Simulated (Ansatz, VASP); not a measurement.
## One calculation of Sn, two programs

File POSCAR:

```
Sn
1.0
    6.5994017204      0.0000000000      0.0000000000
    0.0000000000      6.5994017204      0.0000000000
    0.0000000000      0.0000000000      6.5994017204
Sn
8
Direct
    0.5000000000      0.5000000000      0.5000000000
    0.0000000000      0.0000000000      0.0000000000
    0.2500000000      0.0000000000      0.5000000000
    0.5000000000      0.2500000000      0.0000000000
    0.5000000000      0.7500000000      0.0000000000
    0.7500000000      0.0000000000      0.5000000000
    0.0000000000      0.5000000000      0.7500000000
    0.0000000000      0.5000000000      0.2500000000
```

The input INCAR.step1:

```
  PREC = Accurate
  ENCUT = 520
  ISMEAR = 0
  SIGMA = 0.1
  LREAL = False
  LASPH = True
  NELM = 100
  NBANDS = 66
  GGA = PE
  ALGO = Normal
  EDIFF = 1E-4
  LWAVE = True
  LCHARG = False
```

Contents of INCAR.step2:

```
  PREC = Accurate
  ENCUT = 520
  EDIFF = 1E-6
  ISMEAR = 0
  SIGMA = 0.1
  LREAL = False
  LASPH = True
  NELM = 100
  ALGO = Normal
  ISIF = 2
  LWAVE = False
  LCHARG = False
  METAGGA = R2SCAN
  LMIXTAU = True
  NBANDS = 66
  ISTART = 1
```

KPOINTS

```
regular mesh
0
Gamma
  4 4 4
```

Input for Ansatz:

```yaml
crystal:
  lattice:
    - [6.5994017204, 0.0, 0.0]
    - [0.0, 6.5994017204, 0.0]
    - [0.0, 0.0, 6.5994017204]
  atoms:
    - { symbol: Sn, position: [0.5, 0.5, 0.5] }
    - { symbol: Sn, position: [0.0, 0.0, 0.0] }
    - { symbol: Sn, position: [0.25, 0.0, 0.5] }
    - { symbol: Sn, position: [0.5, 0.25, 0.0] }
    - { symbol: Sn, position: [0.5, 0.75, 0.0] }
    - { symbol: Sn, position: [0.75, 0.0, 0.5] }
    - { symbol: Sn, position: [0.0, 0.5, 0.75] }
    - { symbol: Sn, position: [0.0, 0.5, 0.25] }
basis:
  ecutwfc: 500
kpoints:
  mp_grid: { grid: [4, 4, 4] }
hamiltonian:
  xc: r2scan
scf:
  occupations: { method: gaussian, width: 0.1 }
  lower_state_search: "off"
output:
  forces: true
  stress: true
  eigenvalues: true
```

Alike in both runs: task single point; functional r2SCAN; k mesh 4 × 4 × 4; occupations gaussian, width 0.1 eV; no spin polarisation.

|  | VASP | Ansatz |
| --- | --- | --- |
| version | VASP 6.6.1 | Ansatz 0.2.0 |
| potentials or method | VASP PAW PBE potentials, release 64 (Sn_d) | scalar-relativistic, plane waves, PAW |
| plane-wave cutoff (eV) | 520 | 500 |
| valence electrons in the cell | 112 | 112 |

VASP gave:

```
gap on the k mesh at the Fermi level (eV) : none
pressure (GPa)                            : -6.7
```

Problem. What did Ansatz give for the same quantities?

Solution. gap on the k mesh at the Fermi level (eV): none; pressure (GPa): -6.6.

A gap of «none» marks a metal or a gap that the smearing closes. The functional is the same, so the differences come from potentials, cutoffs and numerics.

Caveats: the PAW data sets were made with another functional, which shifts forces and pressure a little (VASP).
